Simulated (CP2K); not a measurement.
MgS (Niningerite) in CP2K: convergence with eps scf

Input of the first run (eps scf 1.0E-3); the others differ in this setting and in those tied to it:

Contents of mgs_converge.inp:

```
&GLOBAL
  PROJECT mgs_converge
  RUN_TYPE ENERGY_FORCE
  PRINT_LEVEL LOW
&END GLOBAL
&FORCE_EVAL
  METHOD QS
  STRESS_TENSOR ANALYTICAL
  &DFT
    BASIS_SET_FILE_NAME BASIS_pob
    POTENTIAL_FILE_NAME POTENTIAL_UZH
    &MGRID
      CUTOFF 500
      REL_CUTOFF 60
      NGRIDS 4
    &END MGRID
    &QS
      METHOD GAPW
      EPS_DEFAULT 1.0E-10
    &END QS
    &KPOINTS
      SCHEME MONKHORST-PACK 7 7 7
      GAMMA_CENTERED T
      SYMMETRY T
      SYMMETRY_BACKEND SPGLIB
    &END KPOINTS
    &SCF
      SCF_GUESS ATOMIC
      EPS_SCF 1.0E-3
      MAX_SCF 100
      ADDED_MOS 10
      CHOLESKY OFF
      EPS_EIGVAL 1.0E-7
      &DIAGONALIZATION ON
        ALGORITHM STANDARD
      &END DIAGONALIZATION
      &MIXING ON
        METHOD BROYDEN_MIXING
        ALPHA 0.4
        BETA 1.5
        NBUFFER 8
      &END MIXING
      &SMEAR ON
        METHOD FERMI_DIRAC
        ELECTRONIC_TEMPERATURE [K] 300.557
      &END SMEAR
    &END SCF
    &XC
      &XC_FUNCTIONAL
        &GGA_X_PBE
        &END GGA_X_PBE
        &GGA_C_PBE
        &END GGA_C_PBE
      &END XC_FUNCTIONAL
    &END XC
    &PRINT
      &KPOINTS ON
      &END KPOINTS
      &MULLIKEN ON
      &END MULLIKEN
      &MO ON
        ENERGIES T
        OCCUPATION_NUMBERS T
        &EACH
          QS_SCF 0
        &END EACH
        ADD_LAST NUMERIC
      &END MO
    &END PRINT
  &END DFT
  &SUBSYS
    &CELL
      ABC 3.6792887145 3.6792887146 3.6792887146
      ALPHA_BETA_GAMMA 59.9999999999 59.9999999999 60.0000000000
      PERIODIC XYZ
    &END CELL
    &COORD
      S   3.6816379404 2.1063256901 1.4944959328
      Mg  0.0219708726 -0.0085213821 -0.0007330069
    &END COORD
    &KIND S
      BASIS_SET pob-DZVP-rev2
      POTENTIAL ALL
      LEBEDEV_GRID 110
      RADIAL_GRID 80
    &END KIND
    &KIND Mg
      BASIS_SET pob-DZVP-rev2
      POTENTIAL ALL
      LEBEDEV_GRID 110
      RADIAL_GRID 80
    &END KIND
    &PRINT
      &ATOMIC_COORDINATES ON
      &END ATOMIC_COORDINATES
      &CELL ON
      &END CELL
    &END PRINT
  &END SUBSYS
  &PRINT
    &FORCES ON
    &END FORCES
    &STRESS_TENSOR ON
    &END STRESS_TENSOR
  &END PRINT
&END FORCE_EVAL
```

Potentials or basis: all electrons (GAPW); pob-DZVP-rev2 basis.

Launch:

```sh
$ OMP_NUM_THREADS=1 cp2k.psmp -i mgs_converge.inp -o mgs_converge.out
```

The cell isn't the ideal one: atoms moved at random, drawn with an rms of 0.02 Å.

Hardware: 1 thread of Intel(R) Xeon(R) Platinum 8259CL CPU @ 2.50GHz (Skylake/Cascade Lake), with other jobs on the host.

```
eps scf  energy less the tightest run, at zero smearing (meV/atom)  SCF cycles  CPU time (s)  peak memory (GiB)
 1.0E-3                                                       0.00          10            24               0.33
 1.0E-4                                                       0.00          13            29               0.32
 1.0E-5                                                       0.00          15            33               0.32
 1.0E-6                                                       0.00          19            41               0.32
 1.0E-7                                                       0.00          21            45               0.32
 1.0E-8                                                       0.00          24            51               0.32
```

Against the tightest run, the energy stays within 1 meV/atom from 1.0E-3 on. The tightest run that finished is the yardstick and may itself not be fully converged.

Caveat, for the tightest run too: an odd mesh through Γ misses points on the zone boundary, where band edges often lie; the basis of atomic orbitals isn't converged, which shifts pressures, moduli and gaps.
